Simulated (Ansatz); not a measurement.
# Optical response of RbBr

Aim: the dielectric function of RbBr, and the optical constants that follow from it. The cell comes from an older database entry, whose edges can differ from later determinations, mostly by under a per cent.

Main program and level: Ansatz 0.2.0; DFT, PBE, plane-wave PAW, default files, scalar-relativistic, independent-particle optical response without local fields.

This is a report of a sequence of runs, with most program output left out.

The database entry behind the starting cell differs from later determinations by our own check (about 0.5 % short), so it need not match the best structure at ambient conditions.

## (1) Starting point

It takes space group Fm-3m (No. 225, cubic). The conventional cell has a = 6.854 Å, b = 6.854 Å, c = 6.854 Å, α = 90.00°, β = 90.00°, γ = 90.00°. Nearest to Rb lie 6 Br at 3.43 Å. Nearest to Br lie 6 Rb at 3.43 Å. Farther neighbours and most contacts between anions are not listed.

## (2) Ground state and bands

The self-consistent density comes first; it also tells whether there is a gap, which decides the occupations and the need for a Drude term.

This step: DFT, PBE, plane-wave PAW, default files, scalar-relativistic, ground state (Ansatz 0.2.0).

input.yaml

```yaml
crystal:
  lattice:
    - [0.0, 3.427, 3.427]
    - [3.427, 0.0, 3.427]
    - [3.427, 3.427, 0.0]
  atoms:
    - { symbol: Rb, position: [0.0, 0.0, 0.0] }
    - { symbol: Br, position: [0.5, 0.5, 0.5] }
kpoints:
  mp_grid: { grid: [6, 6, 6] }
  band_path:
    path:
      - [[0.0, 0.0, 0.0], [0.5, 0.0, 0.5], [0.5, 0.25, 0.75], [0.375, 0.375, 0.75], [0.0, 0.0, 0.0], [0.5, 0.5, 0.5], [0.625, 0.25, 0.625], [0.5, 0.25, 0.75], [0.5, 0.5, 0.5], [0.375, 0.375, 0.75]]
      - [[0.625, 0.25, 0.625], [0.5, 0.0, 0.5]]
    npoints: 7
scf:
  occupations: { method: fermi_dirac, width: 0.05 }
  n_extra_bands: 6
hamiltonian:
  xc: pbe
  pseudopotentials: { kind: paw }
output:
  forces: true
  stress: true
  populations: true
  write_bands: true
```

The run is started by

```sh
ansatz run input.yaml --threads 2 --pin off --max-ram 5120MiB --backend cpu --events-out ev --progress --plain --runs-dir out
```

It took 1.7 s on 2 threads of Arm Neoverse V2, shared host; peak memory 0.31 GiB.

This step gave:

| Property | Result |
| --- | --- |
| free energy | -6054.0533 eV |
| Fermi energy | 3.468 eV |
| gap by band count | 4.365 eV |
| electrons | 16 |
| symmetry operations | 48 |
| pressure | 1.001 GPa |
| gap on the k-mesh | 4.365 eV |
| volume | 80.50 Å³ |
| gap on the path | 4.365 eV |
| least direct gap on the path | 4.365 eV |

There is a gap, 4.36 eV on the path, so no carriers' term is needed. The cell is left with a pressure of 1.0 GPa, as it stands unrelaxed at this level.

The electronic bands at the labelled points (eV, zero at the Fermi level; v1 is the highest filled band, c1 the lowest empty one):

```tsv
point	v4	v3	v2	v1	c1	c2	c3	c4
Γ	-10.74	-2.25	-2.25	-2.25	2.12	5.03	5.03	5.03
0.43 of the way	-10.72	-2.79	-2.33	-2.33	3.20	4.17	6.14	6.14
X	-10.81	-2.72	-2.41	-2.41	3.36	4.88	6.95	6.96
0.43 of the way	-10.78	-2.70	-2.54	-2.46	3.66	5.25	6.36	6.96
W	-10.72	-2.74	-2.60	-2.60	4.83	4.83	6.02	6.37
0.57 of the way	-10.74	-2.74	-2.65	-2.53	4.25	5.60	5.90	6.56
K	-10.77	-2.74	-2.66	-2.51	4.10	5.88	5.91	6.62
0.57 of the way	-10.71	-2.83	-2.48	-2.37	3.45	4.72	5.61	6.21
Γ	-10.74	-2.25	-2.25	-2.25	2.12	5.03	5.03	5.03
0.43 of the way	-10.72	-2.70	-2.39	-2.39	3.11	4.88	5.57	5.57
L	-10.69	-3.24	-2.60	-2.60	4.57	5.47	7.24	7.24
0.57 of the way	-10.73	-3.02	-2.61	-2.57	4.62	5.31	6.62	6.95
U	-10.77	-2.74	-2.66	-2.51	4.10	5.88	5.91	6.62
0.57 of the way	-10.73	-2.74	-2.64	-2.54	4.36	5.41	5.92	6.51
W	-10.72	-2.74	-2.60	-2.60	4.83	4.83	6.02	6.37
0.57 of the way	-10.72	-3.06	-2.60	-2.58	4.70	5.24	6.78	6.83
L	-10.69	-3.24	-2.60	-2.60	4.57	5.47	7.24	7.24
0.43 of the way	-10.72	-3.10	-2.60	-2.58	4.65	5.32	6.82	7.22
K	-10.77	-2.74	-2.66	-2.51	4.10	5.88	5.91	6.62
jump to U	-10.77	-2.74	-2.66	-2.51	4.10	5.88	5.91	6.62
0.43 of the way	-10.79	-2.70	-2.54	-2.45	3.62	5.24	6.48	6.98
X	-10.81	-2.72	-2.41	-2.41	3.36	4.88	6.95	6.96
```

## (3) Spectrum

With the density converged, the vertical transitions are summed over the zone.

This step: DFT, PBE, plane-wave PAW, default files, scalar-relativistic, independent-particle optical response without local fields (Ansatz 0.2.0).

input.yaml, the sections that differ from step 2:

```yaml
kpoints:
  mp_grid: { grid: [6, 6, 6] }
scf:
  occupations: { method: fixed }
output:
  optics:
    e_range: [0, 20]
    de: 0.05
    sigma: 0.1
    nscf_kmesh: { grid: [8, 8, 8] }
    bands: auto
# crystal, hamiltonian: as in step 2
```

Wall time 14 s (2 threads); peak memory 0.63 GiB; 28 s of CPU time.

This step gave:

| Property | Result |
| --- | --- |
| electronic dielectric constant ε∞, mean over x, y and z (by symmetry where fewer were run) | 2.819 |
| absorption onset, first axis (α over 10⁴ cm⁻¹, or the direct gap if that lies higher) | 4.365 eV |
| main peak of Im epsilon, first axis | 7.194 eV |
| least direct gap on the mesh | 4.365 eV |
| bands summed | 46 |
| spectra valid up to | 30.74 eV |
| program's estimate of the k-sum error in Im epsilon | 0.08 % |
| electrons in the f-sum | 15.04 |

The Im ε, any direction has structure finer than the step of the table below, so its rows give means over 0.5 eV, whole bins alone (the curve runs from 0 to 20 eV). Peaks (eV: height): 7.20: 5.18, 9.20: 4.92, 14.45: 2.67, 17.60: 2.73, 19.55: 2.55.

The Im ε, any direction by photon energy; means over each step:

```tsv
photon energy (eV)	Im ε, any direction
4.0	4.5e-4
4.5	0.257
5.0	0.614
5.5	0.853
6.0	1.80
6.5	2.78
7.0	4.14
7.5	3.01
8.0	1.72
8.5	2.23
9.0	4.28
9.5	3.88
10.0	2.58
10.5	1.37
11.0	0.792
11.5	0.895
12.0	0.879
12.5	0.970
13.0	0.598
13.5	0.424
14.0	1.38
14.5	2.44
15.0	1.89
15.5	1.83
16.0	1.25
16.5	0.736
17.0	1.52
17.5	2.48
18.0	2.08
18.5	1.27
19.0	1.02
19.5	1.86
```

Re ε, any direction against photon energy:

```tsv
photon energy (eV)	Re ε, any direction
0	2.82
1	2.84
2	2.93
3	3.10
4	3.48
5	4.03
6	4.78
7	3.87
8	1.65
9	2.60
10	-0.770
11	0.311
12	0.897
13	1.08
14	2.88
15	0.900
16	0.411
17	1.67
18	-0.0985
19	0.286
20	-0.467
```

The refractive index n and extinction k by photon energy:

```tsv
photon energy (eV)	n	k
0.0	1.68	0
0.5	1.68	0
1.0	1.69	0
1.5	1.70	0
2.0	1.71	0
2.5	1.73	0
3.0	1.76	0
3.5	1.80	0
4.0	1.87	0
4.5	1.99	0.0711
5.0	2.01	0.153
5.5	2.08	0.202
6.0	2.22	0.415
6.5	2.18	0.638
7.0	2.17	0.922
7.5	1.46	0.880
8.0	1.40	0.572
8.5	1.93	0.518
9.0	1.93	1.06
9.5	1.42	1.36
10.0	0.979	1.31
10.5	0.749	0.922
11.0	0.753	0.505
11.5	1.03	0.435
12.0	1.03	0.406
12.5	1.11	0.476
13.0	1.07	0.266
13.5	1.30	0.145
14.0	1.74	0.385
14.5	1.47	0.895
15.0	1.21	0.752
15.5	1.13	0.890
16.0	0.959	0.713
16.5	1.06	0.302
17.0	1.41	0.557
17.5	1.41	0.925
18.0	1.00	1.05
18.5	0.687	0.855
19.0	0.810	0.608
19.5	1.23	0.971
20.0	0.505	0.850
```

The loss function −Im 1/ε at q → 0, any direction has structure finer than the step of the table below, so its rows give means over 1 eV, whole bins alone (the curve runs from 0 to 20 eV). Peaks (eV: height): 7.9: 0.335, 10.9: 1.15, 12.7: 0.591, 16.2: 0.940, 18.9: 0.962.

Table of loss function −Im 1/ε at q → 0, any direction by energy loss; means over each step:

energy loss (eV), loss function −Im 1/ε at q → 0, any direction and a bar:
```
        3       0.00 
        4       0.00 
        5       0.04 #
        6       0.07 ##
        7       0.16 ######
        8       0.25 #########
        9       0.18 ######
       10       0.41 ##############
       11       0.87 ##############################
       12       0.53 ##################
       13       0.39 #############
       14       0.16 ######
       15       0.41 ##############
       16       0.68 ########################
       17       0.31 ###########
       18       0.49 #################
       19       0.80 ############################
```

The reflectivity at normal incidence, any direction by photon energy; read off at these points:

```tsv
photon energy (eV)	reflectivity at normal incidence, any direction (%)
0.00	6.42
0.50	6.45
1.00	6.53
1.50	6.67
2.00	6.88
2.50	7.18
3.00	7.60
3.50	8.19
4.00	9.13
4.50	11.0
5.00	11.5
5.50	12.7
6.00	15.8
6.50	17.1
7.00	20.4
7.25	25.8
7.50	14.4
8.00	8.03
8.50	12.9
9.00	20.4
9.50	26.3
10.00	30.6
10.50	23.4
11.00	9.51
11.50	4.40
12.00	3.87
12.50	5.10
13.00	1.74
13.50	2.07
14.00	9.09
14.50	14.8
15.00	11.2
15.50	15.2
16.00	11.7
16.50	2.19
17.00	7.80
17.50	15.4
18.00	21.6
18.40	25.1
18.50	23.2
19.00	11.1
19.50	16.8
19.80	34.6
20.00	32.4
```

Optical constants at common wavelengths, from n + ik = √ε:

```tsv
wavelength (nm)	n	k	R (%)	1/α
1550	1.68	0.000	6.5	over 1 mm
532	1.72	0.000	7.1	over 1 mm
450	1.75	0.000	7.4	over 1 mm
405	1.77	0.000	7.7	over 1 mm
365	1.79	0.000	8.1	over 1 mm
308	1.87	0.000	9.2	over 1 mm
248	2.01	0.153	11.5	129 nm
```

Rows near the edge hang on the gap, which this functional as a rule makes too small, and phonon-assisted absorption is left out.

A film 1 µm thick would pass 87 % of daylight and look colourless in transmission (x = 0.313, y = 0.330).

The f-sum over the summed bands holds 15.0 of the cell's 16 electrons outside the frozen cores, 4 of which lie in bands more than 12 eV below the Fermi level, whose transitions come at higher energies. Up to 20 eV the strength has a mean oscillator energy of 10.8 eV, well above the main peak, so higher transitions carry much of it.

## (4) Static response with local fields

Perturbation theory gives the static response with local fields and the functional's kernel, and it needs no empty bands.

This step: DFT, PBE, plane-wave PAW, default files, scalar-relativistic, static field response by perturbation theory with local fields (Ansatz 0.2.0).

input.yaml, the sections that differ from step 3:

```yaml
dielectric: {}
# crystal, kpoints, scf, hamiltonian: as in step 3
# output: removed
```

Run time: 4.8 s. Hardware: 2 threads; peak memory 0.39 GiB.

This step gave:

- electronic dielectric constant ε∞, mean over x, y and z (by symmetry where fewer were run): 2.547

ε∞ with local fields:

```
2.55 0.00 0.00
0.00 2.55 0.00
0.00 0.00 2.55
```

Diagonal elements. Born, by row:

```tsv
atom	Z*xx (e)	Z*yy (e)	Z*zz (e)
Rb1	1.156	1.156	1.156
Br2	-1.156	-1.156	-1.156
```

Mean Born charges are Rb +1.16 and Br -1.16, against formal valences of +1 and -1. The largest lies a little above its ionic value.

## (5) Summary of results

* gap on the path: 4.36 eV
* least direct gap on the path: 4.36 eV
* electronic dielectric constant ε∞, mean over x, y and z (by symmetry where fewer were run) (independent particles): 2.82
* absorption onset, first axis (α over 10⁴ cm⁻¹, or the direct gap if that lies higher): 4.36 eV
* main peak of Im epsilon, first axis: 7.19 eV
* electronic dielectric constant ε∞, mean over x, y and z (by symmetry where fewer were run) (static response with local fields): 2.55

At this level (PBE, independent particles) RbBr has ε∞ = 2.82 (2.55 with local fields) and n = 1.68 at 1550 nm; absorption sets in near 4.4 eV, and Im ε peaks at 7.2 eV. The gap on the path is direct, 4.36 eV. Absorption passes 10⁴ cm⁻¹ from the direct gap on, 4.36 eV, in the ultraviolet, so the visible is passed. Distinct maxima of Im ε, read by a parabola through the highest points, lie at 7.19 eV (5.2), 9.20 eV (4.9), 14.46 eV (2.7) and 17.62 eV (2.7). The f-sum over the summed bands holds 15.0 of the cell's 16 electrons outside the frozen cores, 4 of which lie in bands more than 12 eV below the Fermi level, whose transitions come at higher energies. Up to 20 eV the strength has a mean oscillator energy of 10.8 eV, well above the main peak, so higher transitions carry much of it. A film 1 µm thick would pass 87 % of daylight and look colourless in transmission (x = 0.313, y = 0.330). With local fields and the functional's kernel the static response is 2.55 against 2.82 for independent particles (-10 %). In the base spectrum excitons and phonon-assisted transitions are missing, and so are local fields; PBE gaps are as a rule too small, which pulls the onset down and ε∞ up. In the base run ε includes the program's bounded estimate of what the bands above those summed add.

[Logs are printed without paths, hosts, clocks, repeated set-up lines and the standing remarks that a program may print on its own settings, such as how far it seeks lower states.]

[Hosts, paths, dates, database ids (printed as entryN), source tags and the programs' standing remarks are cut or masked in the printed files.]
